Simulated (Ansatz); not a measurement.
**Is this LiCl structure stable?**

The cell was reached from a generator's guess, though it ends in a space group that the Crystallography Open Database lists for this formula.

Computed with DFT PBE, scalar-relativistic, plane waves, PAW (Ansatz). Plane waves to 420 eV, an 8×8×8 mesh through Γ for the 2-atom cell and 0.02 eV Gaussian smearing; no spin polarisation.

```cif
data_structure
_symmetry_space_group_name_H-M 'Fm-3m'
_symmetry_Int_Tables_number 225
_cell_length_a 5.1483
_cell_length_b 5.1483
_cell_length_c 5.1483
_cell_angle_alpha 90.000
_cell_angle_beta 90.000
_cell_angle_gamma 90.000
_cell_volume 136.45
loop_
_atom_site_label
_atom_site_type_symbol
_atom_site_symmetry_multiplicity
_atom_site_Wyckoff_symbol
_atom_site_fract_x
_atom_site_fract_y
_atom_site_fract_z
_atom_site_occupancy
Li1 Li 4 a 0.00000 0.00000 0.00000 1
Cl1 Cl 4 b 0.50000 0.00000 0.00000 1
```

The zero of energy is the elements' standard structures at the same level (Cl₂ as a molecule); no fitted shifts are applied.

Q: These tests were run: energy against the elements; random kick, then relaxation without symmetry; phonons on a 4×4×4 q mesh; elastic tensor. What do they show?

A:

```json
{"test": "energy against the elements", "result": "−1.852 eV/atom"}
{"test": "random kick, then relaxation without symmetry", "result": "returns"}
{"test": "phonons on a 4×4×4 q mesh", "result": "no imaginary mode on the mesh"}
{"test": "elastic tensor", "result": "least eigenvalue 25 GPa"}
```

It fails none of these tests. Whether a mixture of other phases lies lower isn't tested here.

The kick test ran on a coarse mesh. The run for the phonons used an 8×8×8 k mesh. The run for the elastic tensor used an 8×8×8 k mesh.
